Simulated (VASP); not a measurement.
# Li (P1) in VASP: notebook

One crystal, Li, is run at these levels: PBEsol; tasks: single point.

Everything below comes from runs of VASP 6.6.1. Logs are shortened: lines on timing, memory, paths and dates and some standing lists are left out, and cuts for length are marked.

## 1. Starting point

The typed cell holds 16 atoms: a = 7.205 Å, b = 7.205 Å, c = 7.205 Å, α = 90.00°, β = 90.00°, γ = 90.00°.

The cell was built by a generator and needn't be a form met in nature.

## 2. Single point, PBEsol

INCAR

```
SYSTEM = Li
  ALGO = Normal
  EDIFF = 1E-6
  ENCUT = 520
  GGA = PS
  ISIF = 2
  ISMEAR = -1
  LASPH = .True.
  LCHARG = .False.
  LREAL = Auto
  LWAVE = .False.
  NBANDS = 38
  NELM = 60
  PREC = Accurate
  SIGMA = 0.1
```

KPOINTS

```
k-points
0
Gamma
  2 2 2
  0 0 0
```

POSCAR

```
Li
1.0
    7.2053150000      0.0000000000      0.0000000000
    0.0000000000      7.2053150000      0.0000000000
    0.0000000000      0.0000000000      7.2053150000
Li
16
Direct
   -0.0258281560     -0.0202073053      0.0499631175
    0.5461107530     -0.0282014041     -0.0025259132
   -0.0332671091      0.4694728822     -0.0070087151
    0.0075777395     -0.0256338550      0.4560799910
    0.2742003646      0.2299552483      0.2467345286
    0.5131906100      0.4555526025      0.0077165259
    0.5273745839     -0.0322262108      0.4926918532
    0.7432013729      0.2073053017      0.2468594364
    0.0145031827      0.4883339590      0.4597023170
    0.2773091808      0.7181504209      0.2346045940
    0.2496212865      0.2082074136      0.7536103557
    0.5129269158      0.4692647025      0.4606044288
    0.7236186065      0.7179699985      0.2418076101
    0.7668089459      0.2071110007      0.7170262508
    0.2906604361      0.7308910159      0.7728739132
    0.7345688565      0.7426045912      0.7281569230
```

Potentials or basis: VASP PAW PBE potentials, release 64 (Li_sv).

Run with:

```
$ cat potpaw_PBE.64/Li_sv/POTCAR > POTCAR
$ mpirun -np 1 vasp_std > vasp.out
```

OUTCAR:

```text
SYSTEM = Li
   EDIFF = 1E-6
   ENCUT = 520
   GGA = PS
   ISIF = 2
   ISMEAR = -1
   LASPH = .True.
   LREAL = Auto
   NELM = 60
   PREC = Accurate

 ion  position               nearest neighbor table
   1  0.974  0.980  0.050-
   2  0.546  0.972  0.997-
   3  0.967  0.469  0.993-
   4  0.008  0.974  0.456-
   5  0.274  0.230  0.247-
   6  0.513  0.456  0.008-
[... 8 lines left out ...]
  15  0.291  0.731  0.773-
  16  0.735  0.743  0.728-

  LATTYP: Found a simple cubic cell.
 ALAT       =     7.2053150000

  Lattice vectors:

 A1 = (   7.2053150000,   0.0000000000,   0.0000000000)
 A2 = (   0.0000000000,   7.2053150000,   0.0000000000)
 A3 = (   0.0000000000,   0.0000000000,   7.2053150000)

Analysis of symmetry for initial positions (statically):
=====================================================================
 Subroutine PRICEL returns:
 Original cell was already a primitive cell.

 Routine SETGRP: Setting up the symmetry group for a
 simple cubic supercell.

 Subroutine GETGRP returns: Found  1 space group operations
 (whereof  1 operations were pure point group operations)
 out of a pool of 48 trial point group operations.

The static configuration has the point symmetry C_1 .

Analysis of symmetry for dynamics (positions and initial velocities):
=====================================================================
 Subroutine PRICEL returns:
 Original cell was already a primitive cell.

 Routine SETGRP: Setting up the symmetry group for a
 simple cubic supercell.

 Subroutine GETGRP returns: Found  1 space group operations
 (whereof  1 operations were pure point group operations)
 out of a pool of 48 trial point group operations.

The dynamic configuration has the point symmetry C_1 .

 Subroutine INISYM returns: Found  1 space group operations
 (whereof  1 operations are pure point group operations),
 and found     1 'primitive' translations

----------------------------------------------------------------------------------------

                                     Primitive cell

  volume of cell :     374.0752

  direct lattice vectors                    reciprocal lattice vectors
     7.205315000  0.000000000  0.000000000     0.138786438  0.000000000  0.000000000
     0.000000000  7.205315000  0.000000000     0.000000000  0.138786438  0.000000000
     0.000000000  0.000000000  7.205315000     0.000000000  0.000000000  0.138786438

  length of vectors
     7.205315000  7.205315000  7.205315000     0.138786438  0.138786438  0.138786438

  position of ions in fractional coordinates (direct lattice)
     0.974171844  0.979792695  0.049963117
     0.546110753  0.971798596  0.997474087
     0.966732891  0.469472882  0.992991285
     0.007577740  0.974366145  0.456079991
     0.274200365  0.229955248  0.246734529
     0.513190610  0.455552602  0.007716526
[... 8 lines left out ...]
     0.290660436  0.730891016  0.772873913
     0.734568856  0.742604591  0.728156923

  ion indices of the primitive-cell ions
   primitive index   ion index
                 1           1
                 2           2
                 3           3
                 4           4
                 5           5
                 6           6
[... 8 lines left out ...]
                15          15
                16          16

----------------------------------------------------------------------------------------

 KPOINTS: k-points

Automatic generation of k-mesh.
 Grid dimensions read from file:
 generate k-points for:    2    2    2

 Generating k-lattice:

  Cartesian coordinates                     Fractional coordinates (reciprocal lattice)
     0.069393219  0.000000000  0.000000000     0.500000000  0.000000000  0.000000000
     0.000000000  0.069393219  0.000000000     0.000000000  0.500000000  0.000000000
     0.000000000  0.000000000  0.069393219     0.000000000  0.000000000  0.500000000

  Length of vectors
     0.069393219  0.069393219  0.069393219

  Shift w.r.t. Gamma in fractional coordinates (k-lattice)
     0.000000000  0.000000000  0.000000000

 Subroutine IBZKPT returns following result:
 ===========================================

 Found      8 irreducible k-points:

 Following reciprocal coordinates:
            Coordinates               Weight
  0.000000  0.000000  0.000000      1.000000
  0.500000  0.000000  0.000000      1.000000
  0.000000  0.500000  0.000000      1.000000
  0.000000  0.000000  0.500000      1.000000
  0.500000  0.500000  0.000000      1.000000
  0.000000  0.500000  0.500000      1.000000
  0.500000  0.000000  0.500000      1.000000
  0.500000  0.500000  0.500000      1.000000
   k-points           NKPTS =      8   k-points in BZ     NKDIM =      8   number of bands    NBANDS=     38
   number of dos      NEDOS =    301   number of ions     NIONS =     16
   total plane-waves  NPLWV = 157464
   dimension x,y,z NGX =    54 NGY =   54 NGZ =   54
   dimension x,y,z NGXF=   108 NGYF=  108 NGZF=  108
[... 54 lines left out ...]
  free energy    TOTEN  =       -30.68275627 eV

  energy without entropy =      -30.33836782  energy(sigma->0) =      -30.51056205

 E-fermi :   0.1056     XC(G=0):  -6.6647

 val. band max:        0.1016088436   @ k =   0.0000   0.5000   0.5000
 cond. band min:       0.1247259794   @ k =   0.0000   0.5000   0.5000
 fundamental gap:      0.0231171358
 Fermi energy:         0.1056265251

 k-point     1 :       0.0000    0.0000    0.0000
  band No.  band energies     occupation
      1     -46.2434      2.00000
      2     -46.2133      2.00000
      3     -46.0910      2.00000
      4     -46.0891      2.00000
      5     -45.9578      2.00000
      6     -45.9563      2.00000
[... 28 lines left out ...]
     35       3.0471      0.00000
     36       3.3479      0.00000

 k-point     2 :       0.5000    0.0000    0.0000
  band No.  band energies     occupation
      1     -46.2435      2.00000
      2     -46.2133      2.00000
      3     -46.0910      2.00000
      4     -46.0891      2.00000
      5     -45.9578      2.00000
      6     -45.9563      2.00000
[... 28 lines left out ...]
     35       3.1874      0.00000
     36       3.2335      0.00000

 k-point     3 :       0.0000    0.5000    0.0000
  band No.  band energies     occupation
      1     -46.2435      2.00000
      2     -46.2133      2.00000
      3     -46.0910      2.00000
      4     -46.0891      2.00000
      5     -45.9577      2.00000
      6     -45.9565      2.00000
[... 28 lines left out ...]
     35       3.1803      0.00000
     36       3.2106      0.00000

 k-point     4 :       0.0000    0.0000    0.5000
  band No.  band energies     occupation
      1     -46.2435      2.00000
      2     -46.2133      2.00000
      3     -46.0909      2.00000
      4     -46.0892      2.00000
      5     -45.9578      2.00000
      6     -45.9563      2.00000
[... 28 lines left out ...]
     35       3.2093      0.00000
     36       3.2562      0.00000

 k-point     5 :       0.5000    0.5000    0.0000
  band No.  band energies     occupation
      1     -46.2434      2.00000
      2     -46.2133      2.00000
      3     -46.0910      2.00000
      4     -46.0891      2.00000
      5     -45.9577      2.00000
      6     -45.9565      2.00000
[... 28 lines left out ...]
     35       3.8304      0.00000
     36       3.9371      0.00000

 k-point     6 :       0.0000    0.5000    0.5000
  band No.  band energies     occupation
      1     -46.2434      2.00000
      2     -46.2133      2.00000
      3     -46.0909      2.00000
      4     -46.0892      2.00000
      5     -45.9577      2.00000
      6     -45.9565      2.00000
[... 28 lines left out ...]
     35       3.7583      0.00000
     36       3.9201      0.00000

 k-point     7 :       0.5000    0.0000    0.5000
  band No.  band energies     occupation
      1     -46.2434      2.00000
      2     -46.2133      2.00000
      3     -46.0909      2.00000
      4     -46.0892      2.00000
      5     -45.9578      2.00000
      6     -45.9563      2.00000
[... 28 lines left out ...]
     35       3.7305      0.00000
     36       4.0424      0.00000

 k-point     8 :       0.5000    0.5000    0.5000
  band No.  band energies     occupation
      1     -46.2434      2.00000
      2     -46.2133      2.00000
      3     -46.0909      2.00000
      4     -46.0892      2.00000
      5     -45.9577      2.00000
      6     -45.9564      2.00000
[... 28 lines left out ...]
     35       2.8034      0.00000
     36       2.8504      0.00000
 [bands above 36 left out]

------------------------ aborting loop because EDIFF is reached ----------------------------------------

  FORCE on cell =-STRESS in cart. coord.  units (eV):
  Direction    XX          YY          ZZ          XY          YZ          ZX
  --------------------------------------------------------------------------------------
  -------------------------------------------------------------------------------------
  Total       -2.7684826     -2.9392232     -2.7247414     -0.1018467      0.0559860     -0.0272968
  in kB      -11.8575089    -12.5887971    -11.6701640     -0.4362128      0.2397899     -0.1169130
  external PRESSURE =     -12.0388233 kB  Pullay stress =       0.0000000 kB

 VOLUME and BASIS-vectors are now :
 -----------------------------------------------------------------------------
  energy-cutoff  :      520.00
  volume of cell :      374.08
      direct lattice vectors                 reciprocal lattice vectors
     7.205315000  0.000000000  0.000000000     0.138786438  0.000000000  0.000000000
     0.000000000  7.205315000  0.000000000     0.000000000  0.138786438  0.000000000
     0.000000000  0.000000000  7.205315000     0.000000000  0.000000000  0.138786438

 POSITION                                       TOTAL-FORCE (eV/Angst)
 -----------------------------------------------------------------------------------
      7.01922      7.05972      0.36000         0.203735     -0.120415     -0.354500
      3.93490      7.00212      7.18711        -0.205673      0.130199      0.029056
      6.96561      3.38270      7.15481         0.116496      0.033292      0.084936
      0.05460      7.02062      3.28620         0.012683     -0.123523      0.190995
      1.97570      1.65690      1.77780        -0.066989     -0.143810     -0.096219
      3.69770      3.28240      0.05560         0.090952     -0.011981     -0.156882
[... 8 lines left out ...]
      2.09430      5.26630      5.56880        -0.181005     -0.029885     -0.120165
      5.29280      5.35070      5.24660         0.228845     -0.183875      0.062105
 -----------------------------------------------------------------------------------
    total drift:                                0.003096      0.001100     -0.010901

  FREE ENERGIE OF THE ION-ELECTRON SYSTEM (eV)
  ---------------------------------------------------
  free  energy   TOTEN  =       -30.6827562734 eV

  energy  without entropy=      -30.3383678240  energy(sigma->0) =      -30.51056205
```

Wall time 91 s (1 thread of Intel Xeon 6975P-C (Granite Rapids), shared host); peak memory 0.37 GiB.

What came out:

| Property | Result |
| --- | --- |
| Free energy | -30.6828 eV |
| Largest force | 0.426 eV/Å |
| Band gap on the k mesh | none (metal or under the smearing width) |

Forces in eV/Å, atoms in the order of the input:
```
Li   0.204 -0.120 -0.354
Li  -0.206  0.130  0.029
Li   0.116  0.033  0.085
Li   0.013 -0.124  0.191
Li  -0.067 -0.144 -0.096
Li   0.091 -0.012 -0.157
Li  -0.252  0.080 -0.164
Li  -0.002  0.214  0.128
Li  -0.089 -0.048  0.096
Li  -0.004  0.121 -0.078
Li   0.042  0.007 -0.034
Li  -0.001 -0.027  0.319
Li   0.139  0.002  0.024
Li  -0.031  0.100  0.069
Li  -0.181 -0.030 -0.120
Li   0.229 -0.184  0.062
```

Caveat: the k mesh is coarse (spacing up to 0.44 Å⁻¹), so the values aren't converged; the cutoff is under 1.25 times the usual one of these potentials, so pressure, stress and relaxed cells hold a basis-set (Pulay) error; the PAW data sets were made with another functional, which shifts forces and pressure a little.

## 3. Single point, PBEsol

INCAR

```
SYSTEM = Li
PREC     = Accurate       ! precision mode
ENCUT    = 520            ! plane-wave cutoff, eV
EDIFF    = 1E-7           ! SCF threshold, eV
ISMEAR   = -1             ! smearing method
SIGMA    = 0.1            ! smearing width, eV
LREAL    = Auto         
LASPH    = .TRUE.         ! aspherical terms in the spheres
NELM     = 100            ! most SCF steps
ALGO     = Normal         ! electronic algorithm
ISIF     = 2              ! what is computed and relaxed
LWAVE    = .FALSE.        ! write WAVECAR
LCHARG   = .TRUE.         ! write CHGCAR
GGA      = PS             ! functional
LELF     = .TRUE.         ! ELF
LVHAR    = .TRUE.       
NBANDS   = 38             ! bands
```

KPOINTS

```
regular mesh
0
G
  2 2 2
  0 0 0
```

POSCAR

```
Li
1.0
    7.2053150000      0.0000000000      0.0000000000
    0.0000000000      7.2053150000      0.0000000000
    0.0000000000      0.0000000000      7.2053150000
Li
16
Direct
    0.0181393874     -0.0418857468     -0.0324621477
    0.4598549821      0.0254256754     -0.0072724093
   -0.0062176324      0.4240203239      0.0678804466
   -0.0201240334     -0.1017165801      0.4211474446
    0.2495657719      0.1892491862      0.2794048560
    0.4884588668      0.3539748089     -0.0384160859
    0.4819775402     -0.0591646583      0.4690287656
    0.7621596002      0.1993667175      0.2357981573
   -0.0207208151      0.4509032568      0.4771200149
    0.2828190024      0.7632837704      0.1681536477
    0.2233073780      0.1267675320      0.6590273985
    0.5019489085      0.4786605443      0.4934412999
    0.7117246088      0.7517367388      0.2084017146
    0.7287537047      0.1878474432      0.7250481068
    0.2613626191      0.7111972204      0.7504460249
    0.7616460904      0.6658973272      0.7850177265
```

Potentials or basis: VASP PAW PBE potentials, release 64 (Li_sv).

Run with:

```
$ cat potpaw_PBE.64/Li_sv/POTCAR > POTCAR
$ mpirun -np 1 vasp_std > vasp.out
```

Wall time 1.7 min (1 thread of Intel Xeon 6975P-C (Granite Rapids), shared host); peak memory 0.37 GiB.

It converged, with:

```
Free energy            : -29.8882 eV
Largest force          : 0.958 eV/Å
Band gap on the k mesh : none (metal or under the smearing width)
```

Forces on the atoms (eV/Å):
```
Li  -0.212  0.250  0.110
Li   0.225 -0.613 -0.187
Li   0.235  0.235 -0.459
Li   0.158  0.038  0.257
Li  -0.056  0.045 -0.173
Li  -0.214  0.930  0.090
Li   0.332 -0.044  0.133
Li  -0.324 -0.267  0.175
Li   0.094  0.151  0.123
Li  -0.146 -0.521  0.320
Li  -0.129  0.367  0.382
Li  -0.023 -0.127 -0.204
Li  -0.080 -0.313 -0.256
Li   0.286 -0.190 -0.219
Li  -0.024 -0.124 -0.051
Li  -0.122  0.185 -0.040
```

Levels at points of the mesh, in eV from the Fermi level:
```csv
k point,band 20,band 21,band 22,band 23,band 24,band 25,band 26,band 27
"(0.00, 0.00, 0.00)",-0.98,-0.95,-0.88,-0.75,0.42,0.46,0.48,0.54
"(0.50, 0.00, 0.00)",-0.56,-0.49,-0.43,-0.39,-0.36,-0.33,-0.30,1.13
"(0.00, 0.50, 0.00)",-0.59,-0.53,-0.49,-0.38,-0.34,-0.29,-0.19,0.93
"(0.00, 0.00, 0.50)",-0.60,-0.54,-0.47,-0.43,-0.31,-0.26,-0.13,1.08
"(0.50, 0.50, 0.00)",-1.95,-0.21,-0.12,0.00,0.10,0.20,0.28,0.34
"(0.00, 0.50, 0.50)",-1.97,-0.23,-0.14,-0.02,0.02,0.24,0.35,0.38
"(0.50, 0.00, 0.50)",-1.99,-0.07,-0.02,0.03,0.13,0.15,0.23,0.28
"(0.50, 0.50, 0.50)",-1.51,-1.48,-1.41,-1.39,-1.32,1.79,1.90,2.03
```

Caveat: the k mesh is coarse (spacing up to 0.44 Å⁻¹), so the values aren't converged; the cutoff is under 1.25 times the usual one of these potentials, so pressure, stress and relaxed cells hold a basis-set (Pulay) error; the PAW data sets were made with another functional, which shifts forces and pressure a little.

## 4. Single point, PBEsol

INCAR

```
SYSTEM = Li
  PREC = Accurate
  ENCUT = 520
  EDIFF = 1E-7
  ISMEAR = -1
  SIGMA = 0.1
  LREAL = Auto
  LASPH = .True.
  NELM = 60
  ALGO = Normal
  ISIF = 2
  LWAVE = .False.
  LCHARG = .False.
  GGA = PS
  NBANDS = 38
```

KPOINTS

```
Automatic mesh
0
Gamma
  2 2 2
  0 0 0
```

POSCAR

```
Li
1.0
    7.2053150000      0.0000000000      0.0000000000
    0.0000000000      7.2053150000      0.0000000000
    0.0000000000      0.0000000000      7.2053150000
Li
16
Direct
    0.0847013628     -0.1252963958     -0.0059123022
    0.4510559219     -0.0883375675     -0.0931812141
   -0.0112972160      0.4939686884      0.0034557823
   -0.0130320465     -0.1279055808      0.4426593424
    0.3074258377      0.2303577290      0.2750885978
    0.4263519360      0.4761068739     -0.0433985190
    0.5554649589     -0.0388185666      0.4843369096
    0.8097217124      0.0555145750      0.1996304117
   -0.0214286260      0.4201481823      0.4319727868
    0.2898971107      0.7128765363      0.2861221196
    0.1737606198      0.1643231420      0.7477674467
    0.6055252269      0.4988956069      0.4282116743
    0.6825794570      0.7127793858      0.1065324694
    0.7029116701      0.2384906142      0.8041563762
    0.3078421970      0.6389727583      0.6923083862
    0.7579404925      0.7402868577      0.7442006352
```

Run with:

```
$ cat potpaw_PBE.64/Li_sv/POTCAR > POTCAR
$ mpirun -np 1 vasp_std > vasp.out
```

Run time: 86 s. Hardware: 1 thread of Intel Xeon 6975P-C (Granite Rapids), shared host; peak memory 0.37 GiB.

The run converged. Its results:

| Property | Result |
| --- | --- |
| Free energy | -29.5248 eV |
| Largest force | 0.786 eV/Å |
| Band gap on the k mesh | none (metal or under the smearing width) |

Forces in eV/Å, atoms in the order of the input:
```
Li  -0.160 -0.047 -0.024
Li   0.048  0.359  0.220
Li   0.165 -0.197  0.044
Li   0.130 -0.097  0.375
Li  -0.051 -0.214 -0.188
Li   0.100 -0.280  0.452
Li  -0.206 -0.014  0.094
Li  -0.214  0.664 -0.362
Li   0.126  0.082  0.118
Li   0.105 -0.077 -0.242
Li   0.016  0.152 -0.260
Li  -0.134 -0.085  0.107
Li   0.129 -0.110  0.489
Li   0.131 -0.098 -0.151
Li  -0.389  0.139 -0.517
Li   0.204 -0.176 -0.156
```

Levels at points of the mesh, in eV from the Fermi level:
```
           k point  band 20  band 21  band 22  band 23  band 24  band 25  band 26  band 27
(0.00, 0.00, 0.00)    -0.99    -0.90    -0.87    -0.83     0.46     0.52     0.63     0.66
(0.50, 0.00, 0.00)    -0.51    -0.50    -0.41    -0.39    -0.37    -0.34    -0.24     1.12
(0.00, 0.50, 0.00)    -0.60    -0.54    -0.47    -0.29    -0.27    -0.23    -0.11     0.89
(0.00, 0.00, 0.50)    -0.55    -0.46    -0.42    -0.42    -0.40    -0.29    -0.25     1.19
(0.50, 0.50, 0.00)    -1.92    -0.28    -0.09    -0.06     0.13     0.25     0.31     0.45
(0.00, 0.50, 0.50)    -1.91    -0.31    -0.16    -0.01     0.11     0.15     0.28     0.52
(0.50, 0.00, 0.50)    -1.97    -0.34    -0.04     0.06     0.09     0.20     0.31     0.40
(0.50, 0.50, 0.50)    -1.49    -1.41    -1.37    -1.33    -1.31     1.76     1.86     2.01
```

Caveat: the k mesh is coarse (spacing up to 0.44 Å⁻¹), so the values aren't converged; the cutoff is under 1.25 times the usual one of these potentials, so pressure, stress and relaxed cells hold a basis-set (Pulay) error; the PAW data sets were made with another functional, which shifts forces and pressure a little.
